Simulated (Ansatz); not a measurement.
## What a trial cell of C relaxes into

The calculation used Ansatz 0.2.0, DFT PBEsol, scalar-relativistic, plane waves, PAW. Cutoff 420 eV, Γ-centred k mesh, Gaussian smearing, no spin polarisation in the final step.

C was placed on the fcc structure type (Fm-3m, No. 225), at a guessed volume.

```xyz
1
Lattice="0.0000 1.7898 1.7898 1.7898 0.0000 1.7898 1.7898 1.7898 0.0000" Properties=species:S:1:pos:R:3 pbc="T T T"
C     0.0000    0.0000    0.0000
```

Cell and atoms relax at zero pressure; the relaxation can't lower the symmetry of the start. After a coarse first stage the cell is made exact in the group found at 0.06 Å.

Energies count from the standard state of C at the same level.

**Question.** What does it relax into?

**Answer.** It keeps Fm-3m (No. 225). The result has the fcc structure. Conventional cell: a = 3.035 Å. C has 12 C at 2.15 Å.

```cif
data_structure
_symmetry_space_group_name_H-M 'Fm-3m'
_symmetry_Int_Tables_number 225
_cell_length_a 3.0348
_cell_length_b 3.0348
_cell_length_c 3.0348
_cell_angle_alpha 90.000
_cell_angle_beta 90.000
_cell_angle_gamma 90.000
_cell_volume 27.95
loop_
_atom_site_label
_atom_site_type_symbol
_atom_site_symmetry_multiplicity
_atom_site_Wyckoff_symbol
_atom_site_fract_x
_atom_site_fract_y
_atom_site_fract_z
_atom_site_occupancy
C1 C 4 a 0.00000 0.00000 0.00000 1
```

**Question.** What are its volume, energy, density and gap?

**Answer.** The volume per atom is 6.99 Å³, the density is 2.85 g/cm³ and the energy over the standard structure is 4.47 eV/atom. The gap on the 30×30×30 mesh is 0 eV (a metal).

The final run used a 30×30×30 mesh on its 1-atom cell and 0.10 eV smearing. The k mesh leaves about 4 meV/atom of noise in metals. A structure relaxed within its symmetry needn't be a true minimum.